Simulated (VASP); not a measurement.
Set up this calculation in VASP 6.6.1, as the native input.

```yaml
Task: relaxation of cell and atoms
Functional: r2SCAN
Dispersion: rVV10
Potentials_or_basis: VASP PAW PBE potentials, release 64 (S, Mo_sv)
Cutoff: 600 eV
k_mesh: 12 × 12 × 1
Occupations: gaussian, width 0.03 eV
Spin: no spin polarisation
Dipole_correction: no
Further_INCAR_settings: ALGO = Normal; EDIFF = 1e-06; IBRION = 2; EDIFFG = -0.005; NSW = 60; ISIF = 3
```

The structure of MoS2 lies in POSCAR:

```
MoS2
1.0
    3.1700000000      0.0000000000      0.0000000000
   -1.5850000000      2.7453005300      0.0000000000
    0.0000000000      0.0000000000     19.1200000000
S Mo
2 1
Direct
    0.6666670000      0.3333330000      0.4184100400
    0.6666670000      0.3333330000      0.5815899600
    0.3333330000      0.6666670000      0.5000000000
```

The cell was built by a generator and needn't be a form met in nature.

One way to write it, as run:

INCAR

```
SYSTEM = MoS2
ALGO     = Normal         ! electronic algorithm
BPARAM   = 11.95        
CPARAM   = 0.0093       
EDIFF    = 1E-6           ! SCF threshold, eV
EDIFFG   = -0.005         ! ionic threshold
ENCUT    = 600            ! plane-wave cutoff, eV
IBRION   = 2              ! ionic algorithm
ISIF     = 3              ! what is computed and relaxed
ISMEAR   = 0              ! smearing method
IVDW_NL  = 2            
KPAR     = 4            
LASPH    = .True.         ! aspherical terms in the spheres
LATTICE_CONSTRAINTS= .TRUE. .TRUE. .FALSE.
LCHARG   = .False.        ! write CHGCAR
LMIXTAU  = .True.       
LREAL    = .False.        ! projectors in reciprocal space
LUSE_VDW = .True.       
LWAVE    = .False.        ! write WAVECAR
METAGGA  = R2SCAN         ! meta-GGA
NELM     = 120            ! most SCF steps
NSW      = 60             ! ionic steps
PREC     = Accurate       ! precision mode
SIGMA    = 0.03           ! smearing width, eV
```

KPOINTS

```
k-points
0
Gamma
  12 12 1
  0 0 0
```

Potentials or basis: VASP PAW PBE potentials, release 64 (S, Mo_sv).

Run with:

```bash
$ cat potpaw_PBE.64/S/POTCAR potpaw_PBE.64/Mo_sv/POTCAR > POTCAR
$ mpirun -np 4 vasp_std > vasp.out
```

Results of the run:

```yaml
Relaxed_volume: 55.61 Å³/atom
Relaxed_cell: a = 3.174 Å, b = 3.174 Å, c = 19.120 Å, α = 90.00°, β = 90.00°, γ = 120.00°
Space_group_after_relaxing_to_0.05_Å: P-6m2 (No. 187)
Energy_gained_by_relaxing: 0.1 meV/atom
Ionic_steps: 5
Band_gap_on_the_k_mesh: 1.77 eV, indirect (least direct gap 1.81 eV)
```

Caveat: the PAW data sets were made with another functional, which shifts forces and pressure a little.

It took 38 min on 4 MPI ranks on Intel(R) Xeon(R) Platinum 8488C (Sapphire Rapids) (shared host), peak memory 0.84 GiB a rank.
